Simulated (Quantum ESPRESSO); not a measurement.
# Rh (Fm-3m) in Quantum ESPRESSO: notebook

One crystal, Rh, is run at these levels: AM05; tasks: single point, equation of state.

All numbers are computed with Quantum ESPRESSO 7.5; they aren't measurements. Logs are shortened: lines on timing, memory, paths and dates and some standing lists are left out, and cuts for length are marked.

**Measured values to compare with.**

“Thermal equation of state of rhodium characterized by XRD in a resistively heated diamond anvil cell”, 2024, pmc:11535440 quotes, for a bulk crystal of Rh: bulk modulus 264 ± 1 GPa.

The results are compared with them further down.

### 1 The crystal as given

The structure is cubic, space group Fm-3m (No. 225). Conventional cell: a = 3.796 Å, b = 3.796 Å, c = 3.796 Å, α = 90.00°, β = 90.00°, γ = 90.00°. Rh (site symmetry m-3m) has 12 Rh at 2.68 Å as nearest neighbours.

### 2 Single point, AM05, spin-orbit coupling, no magnetisation, 12.85 Å³/atom

pw.in

```
&CONTROL
  calculation = 'scf'
  prefix = 'pwscf'
  outdir = './tmp'
  pseudo_dir = './pseudo'
  tprnfor = .true.
  tstress = .true.
  disk_io = 'nowf'
/
&SYSTEM
  ibrav = 0
  nat = 1
  ntyp = 1
  ecutwfc = 88
  nbnd = 30
  input_dft = 'XC-000I-000I-120L-135L-000I-000I'
  occupations = 'smearing'
  smearing = 'fd'
  degauss = 0.00367493
  noncolin = .true.
  lspinorb = .true.
/
&ELECTRONS
  conv_thr = 2d-10
  electron_maxstep = 120
  mixing_beta = 0.5
/
ATOMIC_SPECIES
Rh   102.9055 Rh.upf
CELL_PARAMETERS angstrom
   0.0000000000    1.8591074964    1.8591074964
   1.8591074964    0.0000000000    1.8591074964
   1.8591074964    1.8591074964    0.0000000000
ATOMIC_POSITIONS crystal
Rh     0.0000000000    0.0000000000    0.0000000000
K_POINTS automatic
12 12 12 0 0 0
```

Potentials or basis: PseudoDojo 0.4 FR PBE standard.

Started as:

```console
$ OMP_NUM_THREADS=1 pw.x -in pw.in > pw.out
```

pw.out:

```text
This program is part of the open-source Quantum ESPRESSO suite
     for quantum simulation of materials; please cite
         "P. Giannozzi et al., J. Phys.:Condens. Matter 21 395502 (2009);
         "P. Giannozzi et al., J. Phys.:Condens. Matter 29 465901 (2017);
         "P. Giannozzi et al., J. Chem. Phys. 152 154105 (2020);
     in publications or presentations arising from this work. More details at

     IMPORTANT: XC functional enforced from input :
     Exchange-correlation= XC-000I-000I-120L-135L-000I-000I
                           (   0   0 120 135   0   0   0)
     Any further DFT definition will be discarded
     Please, verify this is what you really want

     Message from routine setup:
     using ibrav=0 with symmetry is DISCOURAGED, use correct ibrav instead

     G-vector sticks info
     --------------------
     sticks:   dense  smooth     PW     G-vecs:    dense   smooth      PW
     Sum         595     595    199                 9721     9721    1759

     Using Slab Decomposition

     bravais-lattice index     =            0
     lattice parameter (alat)  =       4.9684  a.u.
     unit-cell volume          =      86.7242 (a.u.)^3
     number of atoms/cell      =            1
     number of atomic types    =            1
     number of electrons       =        17.00
     number of Kohn-Sham states=           30
     kinetic-energy cutoff     =      88.0000  Ry
     charge density cutoff     =     352.0000  Ry
     scf convergence threshold =      2.0E-10
     mixing beta               =       0.5000
     number of iterations used =            8  plain     mixing
     Exchange-correlation= XC-000I-000I-120L-135L-000I-000I
                           (   0   0 120 135   0   0   0)
     Non magnetic calculation with spin-orbit

     celldm(1)=   4.968421  celldm(2)=   0.000000  celldm(3)=   0.000000
     celldm(4)=   0.000000  celldm(5)=   0.000000  celldm(6)=   0.000000

     crystal axes: (cart. coord. in units of alat)
               a(1) = (   0.000000   0.707107   0.707107 )
               a(2) = (   0.707107   0.000000   0.707107 )
               a(3) = (   0.707107   0.707107   0.000000 )

     reciprocal axes: (cart. coord. in units 2 pi/alat)
               b(1) = ( -0.707107  0.707107  0.707107 )
               b(2) = (  0.707107 -0.707107  0.707107 )
               b(3) = (  0.707107  0.707107 -0.707107 )

     PseudoPot. # 1 for Rh read from file:
     Rh.upf
     Pseudo is Norm-conserving + core correction, Zval = 17.0
     Generated using ONCVPSP code by D. R. Hamann
     Using radial grid of 1568 points, 10 beta functions with:
                l(1) =   0
                l(2) =   0
                l(3) =   1
                l(4) =   1
                l(5) =   1
                l(6) =   1
                l(7) =   2
                l(8) =   2
                l(9) =   2
               l(10) =   2

     atomic species   valence    mass     pseudopotential
     Rh               17.00   102.90550     Rh( 1.00)

     48 Sym. Ops., with inversion, found

   Cartesian axes

     site n.     atom                  positions (alat units)
         1        Rh     tau(   1) = (   0.0000000   0.0000000   0.0000000  )

     number of k points=    72  Fermi-Dirac smearing, width (Ry)=  0.0037
                       cart. coord. in units 2pi/alat
        k(    1) = (   0.0000000   0.0000000   0.0000000), wk =   0.0005787
        k(    2) = (   0.0589256   0.0589256  -0.0589256), wk =   0.0046296
        k(    3) = (   0.1178511   0.1178511  -0.1178511), wk =   0.0046296
        k(    4) = (   0.1767767   0.1767767  -0.1767767), wk =   0.0046296
        k(    5) = (   0.2357023   0.2357023  -0.2357023), wk =   0.0046296
        k(    6) = (   0.2946278   0.2946278  -0.2946278), wk =   0.0046296
[... 64 lines left out ...]
        k(   71) = (  -0.7071068   0.2357023   0.0000000), wk =   0.0069444
        k(   72) = (  -0.7071068   0.3535534   0.0000000), wk =   0.0034722

     Dense  grid:     9721 G-vectors     FFT dimensions: (  30,  30,  30)

     WARNING: libxc functional with ID  120 depends
      on external parameters: check the user_guide of
      QE if you need to modify them or to check their
      default values.

     WARNING: libxc functional with ID  135 depends
      on external parameters: check the user_guide of
      QE if you need to modify them or to check their
      default values.

     Initial potential from superposition of free atoms

     starting charge      16.9994, renormalised to      17.0000
     Starting wfcs are   20 randomized atomic wfcs +   10 random wfcs

     Self-consistent Calculation

     iteration #  1     ecut=    88.00 Ry     beta= 0.50
     Davidson diagonalization with overlap
     ethr =  1.00E-02,  avg # of iterations =  4.6

     Threshold (ethr) on eigenvalues was too large:
     Diagonalizing with lowered threshold

     Davidson diagonalization with overlap
     ethr =  8.22E-04,  avg # of iterations =  1.1

     total energy              =    -234.09106171 Ry
     estimated scf accuracy    <       0.14040906 Ry

     iteration #  2     ecut=    88.00 Ry     beta= 0.50
     Davidson diagonalization with overlap
     ethr =  8.26E-04,  avg # of iterations =  2.0
[... 43 lines left out ...]
     total energy              =    -234.12651812 Ry
     estimated scf accuracy    <          2.4E-10 Ry

     iteration #  9     ecut=    88.00 Ry     beta= 0.50
     Davidson diagonalization with overlap
     ethr =  1.42E-12,  avg # of iterations =  1.4

     End of self-consistent calculation

          k = 0.0000 0.0000 0.0000 (  1243 PWs)   bands (ev):

   -54.4515 -54.4515 -24.5840 -24.5840 -20.5967 -20.5967 -20.5967 -20.5967
    15.9996  15.9996  21.0339  21.0339  21.0339  21.0339  21.2850  21.2850
    23.5058  23.5058  23.5058  23.5058  40.5579  40.5579  46.2650  46.2650
    46.4316  46.4316  46.4316  46.4316  52.1743  52.1743

          k = 0.0589 0.0589-0.0589 (  1239 PWs)   bands (ev):

   -54.4414 -54.4414 -24.6071 -24.6071 -20.6466 -20.6466 -20.6060 -20.6060
    16.2946  16.2946  20.9507  20.9507  21.1379  21.1379  21.3633  21.3633
    23.4247  23.4247  23.4551  23.4551  41.0027  41.0027  44.9450  44.9450
    46.7720  46.7720  46.8736  46.8736  53.6465  53.6465
[... 169 lines left out ...]
          k = 0.0000-0.2357 0.2357 (  1225 PWs)   bands (ev):

   -54.3630 -54.3630 -24.7883 -24.7883 -20.9768 -20.9768 -20.7173 -20.7173
    18.5004  18.5004  20.1631  20.1631  21.4224  21.4224  22.2309  22.2309
    22.5583  22.5583  24.8971  24.8971  40.9216  40.9216  42.6437  42.6437
    46.6696  46.6696  47.2630  47.2630  51.0627  51.0627

          k = 0.3536 0.0000 0.0000 (  1198 PWs)   bands (ev):

   -54.3505 -54.3505 -24.8123 -24.8123 -20.9830 -20.9830 -20.7815 -20.7815
    18.4045  18.4045  19.3222  19.3222  22.3413  22.3413  22.9186  22.9186
    23.0210  23.0210  24.3167  24.3167  43.3053  43.3053  43.9178  43.9178
    44.3464  44.3464  44.9175  44.9175  51.7952  51.7952

          k = 0.4125 0.0589-0.0589 (  1224 PWs)   bands (ev):

   -54.3217 -54.3217 -24.8777 -24.8777 -21.0906 -21.0906 -20.8293 -20.8293
    18.5910  18.5910  19.0563  19.0563  22.2224  22.2224  23.2440  23.2440
    24.3514  24.3514  24.7423  24.7423  41.2063  41.2063  42.9179  42.9179
    43.2638  43.2638  46.2243  46.2243  50.9359  50.9359
[... 85 lines left out ...]
          k = 0.0000-0.5893 0.5893 (  1202 PWs)   bands (ev):

   -54.2495 -54.2495 -25.0345 -25.0345 -21.3106 -21.3106 -20.9943 -20.9943
    17.9850  17.9850  18.5402  18.5402  23.4270  23.4270  24.4672  24.4672
    25.3942  25.3942  30.7976  30.7976  35.5559  35.5559  37.5735  37.5735
    39.9444  39.9444  47.6241  47.6241  52.1869  52.1869

          k =-0.7071 0.0000 0.0000 (  1234 PWs)   bands (ev):

   -54.2488 -54.2488 -25.0392 -25.0392 -21.3353 -21.3353 -20.9630 -20.9630
    17.5256  17.5256  17.9289  17.9289  25.1812  25.1812  25.5891  25.5891
    25.8439  25.8439  27.8230  27.8230  37.6896  37.6896  38.0249  38.0249
    38.5209  38.5209  48.5731  48.5731  48.8779  48.8779

          k = 0.2357 0.1179 0.0000 (  1210 PWs)   bands (ev):

   -54.3909 -54.3909 -24.7228 -24.7228 -20.8553 -20.8553 -20.6851 -20.6851
    17.7299  17.7299  20.1995  20.1995  21.6107  21.6107  22.0169  22.0169
    22.8035  22.8035  24.0271  24.0271  42.4774  42.4774  42.8594  42.8594
    46.2154  46.2154  47.8630  47.8630  51.8007  51.8007

          k = 0.2946 0.1768-0.0589 (  1215 PWs)   bands (ev):

   -54.3562 -54.3562 -24.8037 -24.8037 -20.9999 -20.9999 -20.7309 -20.7309
    18.5154  18.5154  20.1309  20.1309  21.3177  21.3177  22.1862  22.1862
    23.1768  23.1768  24.8189  24.8189  40.5728  40.5728  42.8861  42.8861
    46.1793  46.1793  47.2905  47.2905  51.9070  51.9070
[... 15 lines left out ...]
          k =-0.2357-0.3536 0.4714 (  1198 PWs)   bands (ev):

   -54.2862 -54.2862 -24.9711 -24.9711 -21.2795 -21.2795 -20.8172 -20.8172
    18.4105  18.4105  20.4409  20.4409  21.6426  21.6426  22.5580  22.5580
    25.1117  25.1117  28.4819  28.4819  33.7189  33.7189  40.9901  40.9901
    44.2195  44.2195  46.0015  46.0015  53.6842  53.6843

          k = 0.3536 0.1179 0.0000 (  1222 PWs)   bands (ev):

   -54.3436 -54.3436 -24.8294 -24.8294 -21.0213 -21.0213 -20.7803 -20.7803
    18.6973  18.6973  19.4728  19.4728  21.5220  21.5220  22.9282  22.9282
    23.3652  23.3652  24.8067  24.8067  41.5735  41.5735  43.0116  43.0116
    44.9112  44.9112  46.0168  46.0168  53.1149  53.1149

          k = 0.4125 0.1768-0.0589 (  1210 PWs)   bands (ev):

   -54.3122 -54.3122 -24.9012 -24.9012 -21.1375 -21.1375 -20.8334 -20.8334
    18.9284  18.9284  19.6360  19.6360  21.1534  21.1534  22.9576  22.9576
    24.2161  24.2161  26.1859  26.1859  39.1934  39.1934  41.9763  41.9763
    43.4277  43.4277  47.1491  47.1491  52.0719  52.0719
[... 85 lines left out ...]
          k =-0.0000-0.4714 0.5893 (  1201 PWs)   bands (ev):

   -54.2518 -54.2518 -25.0274 -25.0274 -21.2851 -21.2851 -21.0160 -21.0160
    18.5660  18.5660  19.3240  19.3240  21.8873  21.8873  23.6702  23.6702
    25.2263  25.2263  33.0542  33.0542  33.8759  33.8759  37.2794  37.2794
    40.5632  40.5632  47.6143  47.6143  53.6270  53.6270

          k =-0.7071 0.1179-0.0000 (  1204 PWs)   bands (ev):

   -54.2487 -54.2487 -25.0374 -25.0374 -21.3208 -21.3208 -20.9842 -20.9842
    17.8075  17.8075  18.2044  18.2044  24.0867  24.0867  24.8007  24.8007
    25.7153  25.7153  29.6071  29.6071  37.2762  37.2762  37.8047  37.8047
    38.2597  38.2597  48.9628  48.9628  50.0084  50.0084

          k =-0.2357-0.4714 0.7071 (  1216 PWs)   bands (ev):

   -54.2867 -54.2867 -24.9560 -24.9560 -21.2079 -21.2079 -20.9031 -20.9031
    19.3830  19.3830  19.4404  19.4404  20.8037  20.8037  23.6054  23.6054
    24.1114  24.1114  28.0867  28.0867  38.5342  38.5342  39.3486  39.3486
    42.2301  42.2301  48.7017  48.7017  50.3632  50.3632
[... 29 lines left out ...]
          k = 0.0000-0.3536 0.5893 (  1203 PWs)   bands (ev):

   -54.2552 -54.2552 -25.0195 -25.0195 -21.2636 -21.2636 -21.0235 -21.0235
    19.1844  19.1844  20.1967  20.1967  20.3477  20.3477  23.2319  23.2319
    25.2012  25.2012  32.3509  32.3509  35.4477  35.4477  37.1168  37.1168
    39.9380  39.9380  49.3695  49.3695  51.1195  51.1195

          k =-0.7071 0.2357 0.0000 (  1200 PWs)   bands (ev):

   -54.2485 -54.2485 -25.0337 -25.0337 -21.2841 -21.2841 -21.0344 -21.0344
    18.4966  18.4966  19.0159  19.0159  22.0529  22.0529  23.8279  23.8279
    25.7057  25.7057  32.1809  32.1809  36.6429  36.6429  36.7162  36.7162
    37.9684  37.9684  49.5691  49.5692  53.2512  53.2519

          k =-0.7071 0.3536 0.0000 (  1216 PWs)   bands (ev):

   -54.2484 -54.2484 -25.0319 -25.0319 -21.2586 -21.2586 -21.0667 -21.0667
    18.9524  18.9524  20.3016  20.3016  20.3404  20.3404  23.2275  23.2275
    25.7046  25.7046  34.4461  34.4461  34.8789  34.8789  36.4737  36.4737
    37.8568  37.8568  51.0848  51.0848  51.1316  51.1316

     the Fermi energy is    24.6175 ev

!    total energy              =    -234.12651812 Ry
     estimated scf accuracy    <          4.8E-12 Ry
     smearing contrib. (-TS)   =      -0.00051191 Ry
     internal energy E=F+TS    =    -234.12600622 Ry

     The total energy is F=E-TS. E is the sum of the following terms:
     one-electron contribution =     -43.63709302 Ry
     hartree contribution      =      35.55156748 Ry
     xc contribution           =     -37.46259882 Ry
     ewald contribution        =    -188.57788186 Ry

     convergence has been achieved in   9 iterations

     Forces acting on atoms (cartesian axes, Ry/au):

     atom    1 type  1   force =     0.00000000    0.00000000    0.00000000

     Total force =     0.000000     Total SCF correction =     0.000000

     Computing stress (Cartesian axis) and pressure

          total   stress  (Ry/bohr**3)                   (kbar)     P=      157.19
   0.00106857   0.00000000   0.00000000          157.19        0.00        0.00
   0.00000000   0.00106857   0.00000000            0.00      157.19        0.00
   0.00000000   0.00000000   0.00106857            0.00        0.00      157.19

=------------------------------------------------------------------------------=
   JOB DONE.
=------------------------------------------------------------------------------=
```

Run time: 45 s. Hardware: 1 thread of INTEL XEON PLATINUM 8581C at 2.10GHz (Emerald Rapids), shared host; peak memory 0.13 GiB.

Results:

```
Free energy            : -3185.4536 eV
Pressure               : 15.7 GPa
Band gap on the k mesh : none (metal or under the smearing width)
```

Caveat: the potentials were made for another functional, which shifts forces and pressure.

### 3 Single point, AM05, spin-orbit coupling, no magnetisation, 13.12 Å³/atom

pw.in: that of step 2 with these lines changed.

```diff
@@ -30,5 +30,5 @@
 CELL_PARAMETERS angstrom
-   0.0000000000    1.8591074964    1.8591074964
-   1.8591074964    0.0000000000    1.8591074964
-   1.8591074964    1.8591074964    0.0000000000
+   0.0000000000    1.8722002341    1.8722002341
+   1.8722002341    0.0000000000    1.8722002341
+   1.8722002341    1.8722002341    0.0000000000
 ATOMIC_POSITIONS crystal
```

Potentials or basis: PseudoDojo 0.4 FR PBE standard.

Started as:

```console
$ OMP_NUM_THREADS=1 pw.x -in pw.in > pw.out
```

It took 46 s on 1 thread of INTEL XEON PLATINUM 8581C at 2.10GHz (Emerald Rapids), shared host; peak memory 0.14 GiB.

The run converged. Its results:

* Free energy: -3185.4741 eV
* Pressure: 8.2 GPa
* Band gap on the k mesh: none (metal or under the smearing width)

Caveat: the potentials were made for another functional, which shifts forces and pressure.

### 4 Single point, AM05, spin-orbit coupling, no magnetisation, 13.40 Å³/atom

pw.in: that of step 3 with these lines changed.

```diff
@@ -30,5 +30,5 @@
 CELL_PARAMETERS angstrom
-   0.0000000000    1.8722002341    1.8722002341
-   1.8722002341    0.0000000000    1.8722002341
-   1.8722002341    1.8722002341    0.0000000000
+   0.0000000000    1.8851123679    1.8851123679
+   1.8851123679    0.0000000000    1.8851123679
+   1.8851123679    1.8851123679    0.0000000000
 ATOMIC_POSITIONS crystal
```

Started as:

```console
$ OMP_NUM_THREADS=1 pw.x -in pw.in > pw.out
```

It took 52 s on 1 thread of INTEL XEON PLATINUM 8581C at 2.10GHz (Emerald Rapids), shared host; peak memory 0.14 GiB.

It converged, with:

```
Free energy            : -3185.4827 eV
Pressure               : 1.6 GPa
Band gap on the k mesh : none (metal or under the smearing width)
```

Caveat: the potentials were made for another functional, which shifts forces and pressure.

### 5 Single point, AM05, spin-orbit coupling, no magnetisation, 13.67 Å³/atom

pw.in: that of step 4 with these lines changed.

```diff
@@ -30,5 +30,5 @@
 CELL_PARAMETERS angstrom
-   0.0000000000    1.8851123679    1.8851123679
-   1.8851123679    0.0000000000    1.8851123679
-   1.8851123679    1.8851123679    0.0000000000
+   0.0000000000    1.8978500000    1.8978500000
+   1.8978500000    0.0000000000    1.8978500000
+   1.8978500000    1.8978500000    0.0000000000
 ATOMIC_POSITIONS crystal
```

Started as:

```console
$ OMP_NUM_THREADS=1 pw.x -in pw.in > pw.out
```

Wall time 51 s (1 thread of INTEL XEON PLATINUM 8581C at 2.10GHz (Emerald Rapids), shared host); peak memory 0.14 GiB.

It converged, with:

- Free energy: -3185.4806 eV
- Pressure: -4.3 GPa
- Band gap on the k mesh: none (metal or under the smearing width)

Caveat: the potentials were made for another functional, which shifts forces and pressure.

### 6 Single point, AM05, spin-orbit coupling, no magnetisation, 13.94 Å³/atom

pw.in: that of step 5 with these lines changed.

```diff
@@ -30,5 +30,5 @@
 CELL_PARAMETERS angstrom
-   0.0000000000    1.8978500000    1.8978500000
-   1.8978500000    0.0000000000    1.8978500000
-   1.8978500000    1.8978500000    0.0000000000
+   0.0000000000    1.9104189093    1.9104189093
+   1.9104189093    0.0000000000    1.9104189093
+   1.9104189093    1.9104189093    0.0000000000
 ATOMIC_POSITIONS crystal
```

Potentials or basis: PseudoDojo 0.4 FR PBE standard.

Started as:

```console
$ OMP_NUM_THREADS=1 pw.x -in pw.in > pw.out
```

Wall time 53 s (1 thread of INTEL XEON PLATINUM 8581C at 2.10GHz (Emerald Rapids), shared host); peak memory 0.15 GiB.

It converged, with:

```yaml
Free_energy: -3185.4691 eV
Pressure: -9.4 GPa
Band_gap_on_the_k_mesh: none (metal or under the smearing width)
```

Caveat: the potentials were made for another functional, which shifts forces and pressure.

### 7 Single point, AM05, spin-orbit coupling, no magnetisation, 14.22 Å³/atom

pw.in: that of step 6 with these lines changed.

```diff
@@ -30,5 +30,5 @@
 CELL_PARAMETERS angstrom
-   0.0000000000    1.9104189093    1.9104189093
-   1.9104189093    0.0000000000    1.9104189093
-   1.9104189093    1.9104189093    0.0000000000
+   0.0000000000    1.9228245745    1.9228245745
+   1.9228245745    0.0000000000    1.9228245745
+   1.9228245745    1.9228245745    0.0000000000
 ATOMIC_POSITIONS crystal
```

Started as:

```console
$ OMP_NUM_THREADS=1 pw.x -in pw.in > pw.out
```

Wall time 49 s (1 thread of INTEL XEON PLATINUM 8581C at 2.10GHz (Emerald Rapids), shared host); peak memory 0.15 GiB.

The run converged. Its results:

```yaml
Free_energy: -3185.4493 eV
Pressure: -13.9 GPa
Band_gap_on_the_k_mesh: none (metal or under the smearing width)
```

Caveat: the potentials were made for another functional, which shifts forces and pressure.

### 8 Single point, AM05, spin-orbit coupling, no magnetisation, 14.49 Å³/atom

pw.in: that of step 7 with these lines changed.

```diff
@@ -30,5 +30,5 @@
 CELL_PARAMETERS angstrom
-   0.0000000000    1.9228245745    1.9228245745
-   1.9228245745    0.0000000000    1.9228245745
-   1.9228245745    1.9228245745    0.0000000000
+   0.0000000000    1.9350721950    1.9350721950
+   1.9350721950    0.0000000000    1.9350721950
+   1.9350721950    1.9350721950    0.0000000000
 ATOMIC_POSITIONS crystal
```

Started as:

```console
$ OMP_NUM_THREADS=1 pw.x -in pw.in > pw.out
```

It took 53 s on 1 thread of INTEL XEON PLATINUM 8581C at 2.10GHz (Emerald Rapids), shared host; peak memory 0.15 GiB.

It converged, with:

| Quantity | Value |
| --- | --- |
| Free energy | -3185.4223 eV |
| Pressure | -17.9 GPa |
| Band gap on the k mesh | none (metal or under the smearing width) |

Caveat: the potentials were made for another functional, which shifts forces and pressure.

### 9 Equation of state, AM05, spin-orbit coupling, no magnetisation

Potentials or basis: PseudoDojo 0.4 FR PBE standard.

This step only gathers the single runs of the series.

What came out:

| Item | Value |
| --- | --- |
| Equilibrium volume | 13.48 Å³/atom |
| Bulk modulus | 296 GPa |
| Pressure derivative of the bulk modulus | 5.2 |

Energy against volume, from the lowest point:
| volume (Å³/atom) | energy (meV/atom) |
| --- | --- |
| 12.851 | 29.11 |
| 13.125 | 8.53 |
| 13.398 | 0.00 |
| 13.671 | 2.11 |
| 13.945 | 13.59 |
| 14.218 | 33.33 |
| 14.492 | 60.35 |

Caveat: the potentials were made for another functional, which shifts forces and pressure.

### 10 Against experiment

Step 9. Against the measured bulk modulus of Rh, 264 GPa (quoted in “Thermal equation of state of rhodium characterized by XRD in a resistively heated diamond anvil cell”, 2024, pmc:11535440), the calculated 296 GPa is off by +12.0 %. The fit is for a static lattice scaled at fixed shape and fixed fractional positions.
